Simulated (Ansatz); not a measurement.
All numbers below come from DFT PBE, scalar-relativistic, plane waves, PAW in Ansatz 0.2.0. All cells share a 420 eV cutoff and Γ-centred k meshes spaced at most about 0.3 Å⁻¹ (about 0.25 or finer for metals, 2π included). No spin polarisation.

All energies are static (0 K, no zero-point motion).

Two relaxed structures of MoH₂:

1.

```
CELL_PARAMETERS angstrom
0.00000 2.20509 2.20509
2.20509 0.00000 2.20509
2.20509 2.20509 0.00000
ATOMIC_POSITIONS crystal
H 0.75000 0.75000 0.75000
H 0.25000 0.25000 0.25000
Mo 0.00000 0.00000 0.00000
```

2.

```
CELL_PARAMETERS angstrom
2.74203 0.00000 0.00000
-1.37102 2.37467 0.00000
0.00000 0.00000 11.25285
ATOMIC_POSITIONS crystal
H 0.00000 0.00000 0.64597
H 0.00000 0.00000 0.14597
H 0.00000 0.00000 0.35403
H 0.00000 0.00000 0.85403
Mo 0.33333 0.66667 0.25000
Mo 0.66667 0.33333 0.75000
```

Question: Which is lower in energy, and by how much?

Answer: Cell 1 is lower, by 0.31 eV/atom. Cell 1 has the fluorite type, space group Fm-3m (No. 225), 7.1 Å³/atom and no gap on its mesh; cell 2 has space group P6_3/mmc (No. 194), 12.2 Å³/atom and no gap. Counting H atoms around Mo (those within 1.25 times the shortest such distance or 1.15 times the sum of covalent radii), cell 1 has Mo 8 and cell 2 has Mo 6. Even the lower one lies +0.07 eV/atom against the reference forms of the elements (uncorrected), a margin that errors in the energy of the gaseous reference can exceed. Both come from invented guesses. Shaken at random and relaxed again, cell 1 came back. Shaken at random and relaxed again, cell 2 came back. Checks on cell 1: no imaginary mode at Γ (other wave vectors untested).

No dispersion correction is applied, so the spacing and binding between layers, chains or molecules are poorly described (P6_3/mmc), and this can change margins and order among such cells. With hydrogen, zero-point motion can shift such differences by 10 meV/atom or more.
